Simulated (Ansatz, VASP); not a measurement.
# MgO: VASP beside Ansatz

Wanted: the spread between two codes on one cell, functional and k mesh. The cell is taken from a series of VASP runs on this material, whose earlier steps may have relaxed, scaled or displaced it; both programs get it as it stands.

Method: plane waves, with VASP 6.6.1 beside it; relaxation of cell and atoms at r2SCAN and zone-centre phonons at r2SCAN, in Ansatz 0.2.0.

### 1. Starting point

The structure is cubic, space group Fm-3m (No. 225). Conventional cell: a = 4.195 Å, b = 4.195 Å, c = 4.195 Å, α = 90.00°, β = 90.00°, γ = 90.00°. Nearest to Mg lie 6 O at 2.10 Å. O has 6 Mg at 2.10 Å nearest. Farther neighbours and most contacts between anions are not listed.

As a file:

```cif
data_structure
_symmetry_space_group_name_H-M 'P 1'
_symmetry_Int_Tables_number 1
_cell_length_a 2.9662
_cell_length_b 2.9662
_cell_length_c 2.9662
_cell_angle_alpha 60.000
_cell_angle_beta 60.000
_cell_angle_gamma 60.000
_cell_volume 18.45
loop_
_atom_site_label
_atom_site_type_symbol
_atom_site_fract_x
_atom_site_fract_y
_atom_site_fract_z
_atom_site_occupancy
Mg1 Mg 0.00000 0.00000 0.00000 1
O2 O 0.50000 0.50000 0.50000 1
```

### 2. VASP: relaxation of cell and atoms, r2SCAN

The relaxed volume is the usual yardstick between codes: its relative difference is about their pressure difference at one cell divided by the bulk modulus.

Lines of VASP's logs that name or quote its potential files are left out, and so is its time.

File INCAR:

```
SYSTEM = MgO
PREC = Accurate
ENCUT = 520
EDIFF = 1E-06
NELM = 100
ISMEAR = 0
SIGMA = 0.05
LREAL = .FALSE.
ALGO = Normal
METAGGA = R2SCAN
LASPH = .TRUE.
NBANDS = 10
LORBIT = 11
LWAVE = .FALSE.
LCHARG = .FALSE.
KPAR = 2
IBRION = 2
NSW = 60
ISIF = 3
EDIFFG = -0.01
```

File POSCAR:

```
MgO
1.0
    0.0000000000      2.0973980938      2.0973980938
    2.0973980938      0.0000000000      2.0973980938
    2.0973980938      2.0973980938      0.0000000000
Mg O
1 1
Direct
    0.0000000000      0.0000000000      0.0000000000
    0.5000000000      0.5000000000      0.5000000000
```

File KPOINTS:

```
Automatic mesh
0
Gamma
8 8 8
0 0 0
```

The projector-augmented-wave data sets are Mg and O (PBE family, release 64).

On the command line:

```console
> mpirun -np 2 vasp_std
```

Numbers of over 12 decimals in the logs are rounded to 6 here.

Log:

```text
[banner, memory and clock lines left out]
running    2 mpi-ranks, on    1 nodes
 distrk:  each k-point on    1 cores,    2 groups
 distr:  one band on    1 cores,    1 groups

 POSCAR found type information on POSCAR MgO
 POSCAR found :  2 types and       2 ions
|                                                                             |
|               ----> ADVICE to this user running VASP <----                  |
|                                                                             |
|     You enforced a specific xc type in the INCAR file but a different       |
|     [... a line on the potential file left out ...]
|     I HOPE YOU KNOW WHAT YOU ARE DOING!                                     |
|                                                                             |

 LDA part: xc-table for (None), standard interpolation
 POSCAR, INCAR and KPOINTS ok, starting setup
 FFT: planning ... GRIDC
 FFT: planning ... GRID_SOFT
 FFT: planning ... GRID
 WAVECAR not read
 entering main loop
       N       E                     dE             d eps       ncg     rms          rms(c)
DAV:   1     0.865732357341E+01    0.86573E+01   -0.48521E+03   692   0.736E+02
DAV:   2    -0.192803365544E+02   -0.27938E+02   -0.27313E+02   654   0.150E+02
DAV:   3    -0.198378237367E+02   -0.55749E+00   -0.55705E+00   672   0.188E+01
DAV:   4    -0.198392623933E+02   -0.14387E-02   -0.14386E-02   640   0.108E+00
DAV:   5    -0.198392676379E+02   -0.52446E-05   -0.52447E-05   664   0.657E-02    0.683E+00
DAV:   6    -0.160847530238E+02    0.37545E+01   -0.56366E+00   596   0.140E+01    0.195E+00
DAV:   7    -0.161521170292E+02   -0.67364E-01   -0.22848E-01   630   0.372E+00    0.143E+00
DAV:   8    -0.161641542503E+02   -0.12037E-01   -0.55759E-02   580   0.255E+00    0.478E-01
DAV:   9    -0.161614034371E+02    0.27508E-02   -0.87630E-03   608   0.671E-01    0.131E-01
DAV:  10    -0.161613484723E+02    0.54965E-04   -0.93871E-04   636   0.236E-01    0.211E-02
DAV:  11    -0.161613656853E+02   -0.17213E-04   -0.80419E-06   630   0.302E-02    0.619E-03
DAV:  12    -0.161613668968E+02   -0.12115E-05   -0.37943E-07   334   0.488E-03    0.312E-03
DAV:  13    -0.161613667577E+02    0.13912E-06   -0.75979E-07   324   0.649E-03
   1 F= -.16161367E+02 E0= -.16161367E+02  d E =-.161614E+02
 curvature:   0.00 expect dE= 0.000E+00 dE for cont linesearch  0.000E+00
 trial: gam= 0.00000 g(F)=  0.687E-66 g(S)=  0.167E-06 ort = 0.000E+00 (trialstep = 0.100E+01)
 search vector abs. value=  0.167E-06
 reached required accuracy - stopping structural energy minimisation
```

OUTCAR, selected parts (step 2):

```text
ion  position               nearest neighbor table
   1  0.000  0.000  0.000-   2 2.10   2 2.10   2 2.10   2 2.10   2 2.10   2 2.10
   2  0.500  0.500  0.500-   1 2.10   1 2.10   1 2.10   1 2.10   1 2.10   1 2.10

  LATTYP: Found a face centered cubic cell.
 ALAT       =     4.1947961876

 Subroutine GETGRP returns: Found 48 space group operations
 (whereof 48 operations were pure point group operations)

The static configuration has the point symmetry O_h .

 Found     29 irreducible k-points:

   k-points           NKPTS =     29   k-points in BZ     NKDIM =     29   number of bands    NBANDS=     10

   dimension x,y,z NGX =    24 NGY =   24 NGZ =   24
   dimension x,y,z NGXF=    48 NGYF=   48 NGZF=   48

   ENCUT  =  520.0 eV  38.22 Ry    6.18 a.u.   5.52  5.52  5.52*2*pi/ulx,y,z

   NELECT =       8.0000    total number of electrons

 k-points in reciprocal lattice and weights: Automatic mesh
   0.00000000  0.00000000  0.00000000       0.002
   0.12500000  0.00000000  0.00000000       0.016
   0.25000000  0.00000000  0.00000000       0.016
   0.37500000  0.00000000  0.00000000       0.016
   0.50000000  0.00000000  0.00000000       0.008
   0.12500000  0.12500000  0.00000000       0.012
   0.25000000  0.12500000  0.00000000       0.047
   0.37500000  0.12500000  0.00000000       0.047
   0.50000000  0.12500000  0.00000000       0.047
[...]
-0.37500000  0.50000000  0.12500000       0.023
  -0.25000000  0.50000000  0.25000000       0.012

 average (electrostatic) potential at core
       1 -38.1567       2 -73.1954

 E-fermi :   3.1101

 k-point     1 :       0.0000    0.0000    0.0000
  band No.  band energies     occupation
      1     -15.3972      2.00000
      2       2.8668      2.00000
      3       2.8668      2.00000
      4       2.8668      2.00000
      5       8.5965      0.00000
      6      19.7729      0.00000
      7      19.7729      0.00000
      8      19.7729      0.00000
      9      23.9537      0.00000
    ...

 k-point     2 :       0.1250    0.0000    0.0000
  band No.  band energies     occupation
      1     -15.2330      2.00000
      2       1.9348      2.00000
      3       2.7587      2.00000
      4       2.7587      2.00000
      5       9.4970      0.00000
      6      18.0969      0.00000
      7      20.1585      0.00000
      8      20.1585      0.00000
      9      24.7949      0.00000
    ...

 k-point     3 :       0.2500    0.0000    0.0000
  band No.  band energies     occupation
      1     -14.8088      2.00000
      2       0.2060      2.00000
      3       2.5091      2.00000
      4       2.5091      2.00000
      5      10.9705      0.00000
      6      16.5821      0.00000
      7      20.7198      0.00000
      8      20.7198      0.00000
      9      24.4095      0.00000
    ...

  Total        0.0015193      0.0015193      0.0015193      0.0000000     -0.0000000      0.0000000
  in kB        0.1319116      0.1319116      0.1319116      0.0000000     -0.0000000      0.0000000
  external PRESSURE =       0.1319116 kB  Pullay stress =       0.0000000 kB

  energy-cutoff  :      520.00
  volume of cell :       18.45
      direct lattice vectors                 reciprocal lattice vectors
     0.000000000  2.097398094  2.097398094    -0.238390605  0.238390605  0.238390605
     2.097398094  0.000000000  2.097398094     0.238390605 -0.238390605  0.238390605
     2.097398094  2.097398094  0.000000000     0.238390605  0.238390605 -0.238390605

 POSITION                                       TOTAL-FORCE (eV/Angst)
 -----------------------------------------------------------------------------------
      0.00000      0.00000      0.00000        -0.000000     -0.000000     -0.000000
      2.09740      2.09740      2.09740         0.000000      0.000000      0.000000
 -----------------------------------------------------------------------------------
    total drift:                               -0.000000     -0.000000      0.000000

  FREE ENERGIE OF THE ION-ELECTRON SYSTEM (eV)
  ---------------------------------------------------
  free  energy   TOTEN  =       -16.1613667577 eV

  energy  without entropy=      -16.1613667577  energy(sigma->0) =      -16.16136676

 reached required accuracy - stopping structural energy minimisation

 total charge
# of ion       s       p       d       tot
------------------------------------------
    1        0.141   0.178   0.076   0.395
    2        1.545   3.595   0.000   5.140
--------------------------------------------------
tot          1.687   3.773   0.076   5.535

[... 3 further parts left out ...]
```

CONTCAR:

```
MgO
   1.00000000000000
     0.0000000000000000    2.0973980937999999    2.0973980937999999
     2.0973980937999999    0.0000000000000000    2.0973980937999999
     2.0973980937999999    2.0973980937999999    0.0000000000000000
  Mg              O
     1     1
Direct
     0.0000000000000000    0.0000000000000000    0.0000000000000000
     0.5000000000000000    0.5000000000000000    0.5000000000000000
```

### 3. Ansatz: relaxation of cell and atoms, r2SCAN

Ansatz runs on its default PAW (the set named soft_2) files.

The same cell, functional, mesh and smearing now go to Ansatz, which takes its cutoff from its data sets.

File input.yaml:

```yaml
crystal:
  lattice:
    - [0.0, 2.0973980938, 2.0973980938]
    - [2.0973980938, 0.0, 2.0973980938]
    - [2.0973980938, 2.0973980938, 0.0]
  atoms:
    - { symbol: Mg, position: [0.0, 0.0, 0.0] }
    - { symbol: O, position: [0.5, 0.5, 0.5] }
hamiltonian:
  xc: r2scan
  pseudopotentials: { kind: paw }
kpoints:
  mp_grid: { grid: [8, 8, 8] }
scf:
  occupations: { method: gaussian, width: 0.05 }
relax:
  f_tol: 0.01
  max_steps: 60
  cell: { stress_tol: 0.05 }
output:
  forces: true
  stress: true
```

On the command line:

```console
> ansatz run input.yaml --threads 4 --pin off --max-ram 9216MiB --backend cpu --events-out ev --progress --plain --runs-dir out
```

Log:

```text
Engine: ansatz 0.2.0, aarch64-unknown-linux-gnu
Pseudopotentials: kind: paw
Pseudopotential: Mg, paw, valence charge 10, recommended cutoff 500 eV (meta_gga), Mg.paw.azcp
Pseudopotential: O, paw, valence charge 6, recommended cutoff 500 eV (meta_gga), O.paw.azcp
Functional definition: r2SCAN
  parameter k0 = 0.174
  parameter k1 = 0.065
  parameter a1 = 4.9479
  exchange = r2scan_x(k0 = k0, k1 = k1, a1 = a1)
  correlation = r2scan_c
Crystal: 2 atoms, lattice volume = 18.453 Å³
Basis set: ecut = 500 eV, 459 PW (Γ), exchange–correlation on 96×96×96 points (64 copies of the dense FFT grid, shifted against one another)
Bands: 12, of which v1, the nominal top of the filled ones, is band 8 counted from 1 (7 counted from 0)
Symmetry: 48 space group operations
Space group: Fm-3m (ITA 225), of the structure as read, at distance tolerance 2.6e-5 Å
k-points: 29 of 512
Non-local potential: Mg, projectors of the file, l = 0: 3, l = 1: 2, l = 2: 1
Non-local potential: O, projectors of the file, l = 0: 2, l = 1: 2, l = 2: 1
PAW form: soft (Blöchl's): semilocal exchange-correlation on the pseudo side does not see the compensation charge
PAW frozen core: Mg, regenerated for the run's functional (the file was generated under x = pbe(κ = 0.804, μ = 0.219515), c = pbe(β = 0.066725))
PAW frozen core: O, regenerated for the run's functional (the file was generated under x = pbe(κ = 0.804, μ = 0.219515), c = pbe(β = 0.066725))
PAW one-centre angular grid: Mg, 302 points (default); XC on 224 Gauss nodes
PAW one-centre angular grid: O, 302 points (default); XC on 160 Gauss nodes
Initial density: superposition of atomic densities (neutral atoms: chi_scale 0, normalization atom), corrected by the library's trained network
Initial wavefunctions: pseudopotential atomic-orbital guess
Functional: x = r2scan, c = r2scan; τ floored in thin density (d = 2e-4 eV/Å³)
SCF iter   1: F=—  HF=-2498.249223 eV  |F-HF|=—  |Δ(HF+E_count)|=         —  Δρ=9.83e-3  dr2=1.02e-2  dr2_τ=7.26e-2  ethr=1.77e-3  ⟨swp⟩=5.7  Hψ=2050  notcnv=0
preconditioner: auto → none  [insulator: Δε(μ)=5.670 eV  Ē_g=20.151 eV  σ=0.050 eV  W_gap=1.00  n_scr=8 (ndim 8)  ℏωp=24.4 eV  f_vac=0.000  D(μ)=0.00/eV (n_scr^D=0)  ε∞_Penn≈2.5]
SCF iter   2: F=—  HF=-2498.334475 eV  |F-HF|=—  |Δ(HF+E_count)|=   8.53e-2  Δρ=4.72e-3  dr2=1.62e-3  dr2_τ=2.30e-4  ethr=6.35e-5  ⟨swp⟩=2.0  Hψ=925  notcnv=0
SCF iter   3: F=—  HF=-2498.334528 eV  |F-HF|=—  |Δ(HF+E_count)|=   5.26e-5  Δρ=9.56e-4  dr2=8.28e-5  dr2_τ=1.39e-5  ethr=1.01e-5  ⟨swp⟩=2.0  Hψ=461  notcnv=0
SCF iter   4: F=—  HF=-2498.334524 eV  |F-HF|=—  |Δ(HF+E_count)|=   3.20e-6  Δρ=2.04e-4  dr2=4.87e-6  dr2_τ=7.70e-7  ethr=5.17e-7  ⟨swp⟩=2.0  Hψ=446  notcnv=0
iter 5 did not close the SCF: its close was put off for the readings that it lacked (scf_convergence_deferred on its scf_iter line)
SCF iter   5: F=-2498.334523 eV  HF=-2498.334523 eV  |F-HF|=7.20e-8  |Δ(HF+E_count)|=   1.30e-6  Δρ=2.81e-5  dr2=7.02e-8  dr2_τ=1.92e-8  ethr=3.05e-8  ⟨swp⟩=2.0  Hψ=453  notcnv=0
SCF iter   6: F=-2498.334523 eV  HF=-2498.334523 eV  |F-HF|=8.23e-10  |Δ(HF+E_count)|=   9.35e-8  Δρ=8.69e-6  dr2=2.74e-9  dr2_τ=1.12e-9  ethr=4.39e-10  ⟨swp⟩=2.1  Hψ=1092  notcnv=0
SCF 1 converged in 6 iterations: F = -2498.334523 eV  dr2 = 2.74e-9
  greatest PAW one-centre occupation: 1.000 electrons in one spin orbital (limit 2), on the Mg atom at site 0 (counted from 0), in its partial waves of l = 0
relax step   1: F+E_penalty+E_count = -2498.33452317 eV  Δ(F+E_penalty+E_count) = +0.000e0 eV  max|allowed force component| = 9.253e-30 eV/Å  Δτ_max = 0.0000 Å  P = +1.166 GPa  Ω = 18.453 Å³  (6 SCF iters, dr2 threshold 1.00e-7 eV, accepted)
[...]
relax step   2: F+E_penalty+E_count = -2498.33480719 eV  Δ(F+E_penalty+E_count) = -2.840e-4 eV  max|allowed force component| = 4.799e-30 eV/Å  Δτ_max = 0.0000 Å  P = +0.664 GPa  Ω = 18.508 Å³  energy of the carried Pulay correction = -2.716e-5 eV  (3 SCF iters, dr2 threshold 2.00e-7 eV, accepted)
[...]
relax step   3: F+E_penalty+E_count = -2498.33492366 eV  Δ(F+E_penalty+E_count) = -1.165e-4 eV  max|allowed force component| = 7.519e-30 eV/Å  Δτ_max = 0.0000 Å  P = +0.009 GPa  Ω = 18.580 Å³  energy of the carried Pulay correction = -6.321e-5 eV  (4 SCF iters, dr2 threshold 2.00e-7 eV, accepted)
[...]
relax step   4: F+E_penalty+E_count = -2498.33498469 eV  Δ(F+E_penalty+E_count) = -6.103e-5 eV  max|allowed force component| = 2.720e-30 eV/Å  Δτ_max = 0.0000 Å  P = +0.007 GPa  Ω = 18.580 Å³  stress off target by 6.60e-3 GPa  SCF on the basis re-selected at this cell (its energy is not comparable with the rows above)  (5 SCF iters)
basis re-selected at this cell: Δ(F+E_penalty+E_count) = -6.103e-5 eV, ΔP = -0.002 GPa vs the last step (what re-selecting the basis moved, of the pressure what is left beyond the Pulay correction that the steps carried, after the strain that the cell walked since its last selection, with what the two solves' SCF thresholds leave and, on support functions, any second-order correction that the steps lacked; it is no m [...]
SCF converged after 5 iterations
Free energy (F): -2498.334985 eV
Harris-Foulkes:  -2498.334985 eV  (|F-HF|=5.00e-12)
Internal energy: -2498.334985 eV  (E = F + TS)
E sigma→0 (E₀):  -2498.334985 eV
Fermi energy:    10.627932 eV
--- Per-component energies (eV) ---
  E_band       = -311.239797
  E_kinetic    = 256.746911
  E_local      = -1601.560974  (includes V_loc(G=0)·N_el)
  E_nonlocal   = 142.538327
  E_hartree    = 554.992150
  E_xc         = -103.293499
  E_vxc        = -149.070326  (∫ρ·V_xc dr)
  E_paw        = -455.984065  (= ΣΔE_a)
  E_vpaw       = -79.516101  (= ΣTr[D̂ρ^β])
  E_aug_tail   = 0.001032  (compensation charges beyond the density's cutoff)
  E_vtau       = 9.637023  (kinetic-family band-sum trace: ∫τ·v_τ [+ j·A + Jᵃ·Aᵃ] dr)
  E_ewald      = -1291.716716
  E_core_change = -0.058149  (= ΣΔE_core)
  E_smearing   = -0.000000  (= −TS)
  E_closure    = 0.000000  (closes the sum)
  Σ components = -2498.334985   (vs F -2498.334985, Δ=0.00e0)
--- Forces (eV/Å), atoms counted from 1 ---
  atom   1  Mg    -0.00000000    -0.00000000     0.00000000
  atom   2  O      0.00000000    -0.00000000     0.00000000
  max |Σ_I F_I| component: 5.08e-30 eV/Å
--- Stress (GPa, compression-positive) ---
        0.006596      -0.000000      -0.000000
       -0.000000       0.006596      -0.000000
       -0.000000      -0.000000       0.006596
  P = ⅓ Tr σ = 0.0066 GPa (0.066 kbar)
--- Relaxed structure (3 steps of the walk, 3 accepted, 1 SCFs on fresh bases) ---
  F+E_penalty+E_count = -2498.33498469 eV   max|allowed force component| = 2.720e-30 eV/Å   (the final SCF, on the basis selected at the relaxed cell)
  cell:  # Å, volume = 18.5803 Å³
    - [0, 2.102199, 2.102199]
    - [2.102199, 0, 2.102199]
    - [2.102199, 2.102199, 0]
  atoms:
    - { symbol: Mg, position: [0, 0, 0] }
    - { symbol: O, position: [0.5, 0.5, 0.5] }
```

Elapsed: 1.7 s, on 4 threads of Arm Neoverse V1, shared host; peak memory 0.33 GiB.

### 4. Differences

Known differences besides the potentials themselves: VASP keeps PBE cores, Ansatz makes them for the functional; both relaxations stop at a tolerance, which leaves soft axes loose, and VASP keeps its plane-wave basis; the data sets hold 16 valence electrons in Ansatz (default PAW (the set named soft_2) files) and 8 in VASP; the cutoff is 500 eV in Ansatz and 520 eV in VASP; Ansatz adds a Pulay correction to the stress that steers its cell, VASP none. Total energies have different zeros and are not compared.

Both answers:

```tsv
quantity	Ansatz	VASP	difference
volume (Å³)	18.58	18.45	+0.69 %
edge a after relaxation, in the typed setting (Å)	2.973	2.966	+0.23 %
```

The walks stopped with 0.01 GPa left in Ansatz and 0.01 GPa in VASP; each walk ends within a tolerance, so the volume difference is uncertain by about these residues over the bulk modulus, most in soft cells.

(Part 1 of 2 ends here.)

[Lines on the potential files, build, host, timing and source positions are cut from VASP's logs without a mark.]

[Logs are printed without paths, hosts, clocks, repeated set-up lines and the standing remarks that a program may print on its own settings, such as how far it seeks lower states.]

[Hosts, paths, dates, database ids (printed as entryN), source tags and the programs' standing remarks are cut or masked in the printed files.]
